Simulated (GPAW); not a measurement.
Runs of GPAW 26.7.0 on PtS2. Symmetry: P-3m1, No. 164, trigonal system. The conventional cell has a = 3.543 Å, b = 3.543 Å, c = 5.039 Å, α = 90.00°, β = 90.00°, γ = 120.00°. Around Pt (site symmetry -3m) lie 6 S at 2.34 Å. Around S (site symmetry 3m) lie 3 Pt at 2.34 Å. 

```tsv
task	level	potentials or basis	cell	smearing	eigensolver	optimizer	fmax	max steps	convergence	gap on the mesh (eV)	pressure (GPa)	relaxed volume (Å³/atom)	largest force (eV/Å)
relaxation of cell and atoms	BLYP	PAW data sets generated in the run's folder for this functional, pw	relaxed	fermi-dirac 0.05 eV	davidson	BFGS	0.02 eV/Å	100	density=1e-05 forces=0.0001	1.65	0.0	(a)	-
relaxation of cell and atoms	revPBE+D4	the program's PAW data sets (release 1.2.1) made for this functional, pw	relaxed	fermi-dirac 0.05 eV	-	BFGS	0.01 eV/Å	100	density=1e-05 forces=0.0001	none	0.0	16.55	-
single point	PBE	GPAW PAW data sets (gpaw-data 1.2.1), pw	as given	gaussian 0.013 eV	-	-	-	-	-	0.99	11.7	-	1.29
single point	PBE	GPAW PAW data sets (gpaw-data 1.2.1), pw	as given	gaussian 0.022 eV	-	-	-	-	-	0.99	11.7	-	1.29
single point	PBE	GPAW PAW data sets (gpaw-data 1.2.1), pw	as given	gaussian 0.014 eV	-	-	-	-	-	0.99	11.7	-	1.29
```

Alike in all rows: no spin polarisation; k mesh 9 × 9 × 5; cutoff (eV) 600.

Q: Fill in the values left out.

A: (a) 30.09.

Caveats: spin-orbit coupling is left out, which moves the levels of the heavy elements (some runs); an odd mesh through Γ misses points on the zone boundary, where band edges often lie (some runs); forces of over 1 eV/Å show positions far from the minimum, so gaps and moduli don't describe the material at rest (some runs); later steps reuse the first step's grids (some runs); the volume moved by over 15 % at a fixed basis, so the end points are rough (some runs); this functional lacks dispersion, which binds the layers, so the pressure and a relaxed spacing across them are unreliable, and here the layers came unbound (some runs); the volume moved by +65 % from the deposited cell, more than functionals usually miss (some runs).

A k mesh can miss the band edges, and the runs leave out spin-orbit coupling on Pt.

A gap of «none» marks a metal or a gap under the smearing width.
